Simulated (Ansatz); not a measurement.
## What a change of settings does to a run on K2S

The structure comes from a relaxation in the same program, started in the fluorite type. Whether it is a known phase or the ground state wasn't checked. The listed cell was then made from it by scaling, straining or moving an atom.

First run: DFT, PBE, all-electron LAPW, scalar-relativistic (Ansatz 0.2.0).

Command: `ansatz run input.yaml --threads 1 --pin off --max-ram 4096MiB --backend cpu --events-out ev --progress --plain --runs-dir out` The run took 28 s on 1 thread of Intel(R) Xeon(R) Processor @ 2.50GHz (Skylake/Cascade Lake) (shared host), peak memory 0.33 GiB.

```yaml
crystal:
  lattice:
    - [0.0, 3.6558024717, 3.6558024717]
    - [3.6558024717, 0.0, 3.6558024717]
    - [3.6558024717, 3.6558024717, 0.0]
  atoms:
    - { symbol: S, position: [0.0, 0.0, 0.0] }
    - { symbol: K, position: [0.25, 0.25, 0.25] }
    - { symbol: K, position: [0.75, 0.75, 0.75] }
kpoints:
  mp_grid: { grid: [10, 10, 10] }
scf:
  occupations: { method: fermi_dirac, width: 0.03 }
hamiltonian:
  xc: pbe
  pseudopotentials: { kind: all_electron, lapw: { basis_error: 0.001 } }
output:
  forces: true
  stress: true
  eigenvalues: true
```

Result: converged; pressure 1.28 GPa; gap on the k mesh 2.48 eV; 7 SCF iterations.

A second run of a changed input logged this at its end:

```
  E_closure    = 0.000000  (closes the sum)
  E_atoms      = -43625.766081  (free atoms, spherical and without spin; not in F)
  Σ components = -43634.959561   (vs F -43634.959561, Δ=0.00e0)
  Basis errors (estimates in eV, not in F): energy 5.4e-4 per atom: plane waves 5.0e-4 (3.0e-4 summed), levels above the bands 1.2e-91, relativity 2.7e-8, radial functions 4.3e-5, core shells 2.9e-7; eigenvalues (radial functions only) 2.9e-6; not estimated: angular momenta, meshes, grids; target (lapw.basis_error) 1.0e-3; muffin-tin radii S 1.539 Å, K 1.627 Å
--- Forces (eV/Å), atoms counted from 1 ---
  atom   1  S     -0.00000000     0.00000000     0.00000000
  atom   2  K     -0.00000000     0.00000000    -0.00000000
  atom   3  K     -0.00000000     0.00000000     0.00000000
  max |Σ_I F_I| component: 2.30e-23 eV/Å
--- Stress (GPa, compression-positive) ---
       -3.921886       0.000000       0.000000
        0.000000      -3.921886       0.000000
        0.000000       0.000000      -3.921886
  P = ⅓ Tr σ = -3.9219 GPa (-39.219 kbar)
--- Band table (eV) ---
  k-point 0: bands = ["-199.1088", "-143.8827", "-143.8827", "-143.8827", "-25.9230", "-25.8296", "-9.5136", "-9.5136", "-9.5136", "-9.2582", "-9.2582", "-9.2582", "-6.1160", "3.2433", "3.2433", "3.2433", "5.9368", "8.8854", "8.8854", "10.9634"]
```

Q: What was wrong with the input?

A: One k-point for a small cell, by this change (others could give a like log):
```diff
@@ -9,7 +9,8 @@
     - { symbol: K, position: [0.75, 0.75, 0.75] }
 kpoints:
-  mp_grid: { grid: [10, 10, 10] }
+  mp_grid: { grid: [1, 1, 1] }
 scf:
   occupations: { method: fermi_dirac, width: 0.03 }
+  max_iter: 80
 hamiltonian:
   xc: pbe
```
